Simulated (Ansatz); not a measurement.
Relaxing Al in the hcp type

First guess:

```xyz
2
Lattice="2.6594 0.0000 0.0000 -1.3297 2.3031 0.0000 0.0000 0.0000 4.3081" Properties=species:S:1:pos:R:3 pbc="T T T"
Al    0.0000    1.5354    1.0770
Al    1.3297    0.7677    3.2311
```

The calculation used DFT, PBE, PAW with Ansatz's default frozen-core files, scalar-relativistic (Ansatz 0.2.0).

Cell and atoms relax within the symmetry of the start on a 18×18×10 k mesh with 0.03 eV Fermi–Dirac smearing.

The start is built from a prototype, known or not as a phase of this compound; the cutoff is 420 eV.

(1) What is the pressure of the first guess?

(2) What does it relax to?

(3) How much energy does the relaxation release?

Answers

(1) 28.7 GPa.

(2) a = 2.872 Å, b = 2.872 Å, c = 4.659 Å, α = 90.00°, β = 90.00°, γ = 120.00° (conventional cell), 16.64 Å³ per atom:
Space group P6_3/mmc (No. 194). a = 2.872 Å, b = 2.872 Å, c = 4.659 Å, α = 90.00°, β = 90.00°, γ = 120.00°
```
atom  site  symmetry       x       y       z
  Al    2c      -6m2  0.3333  0.6667  0.2500
```

(3) 251 meV/atom.
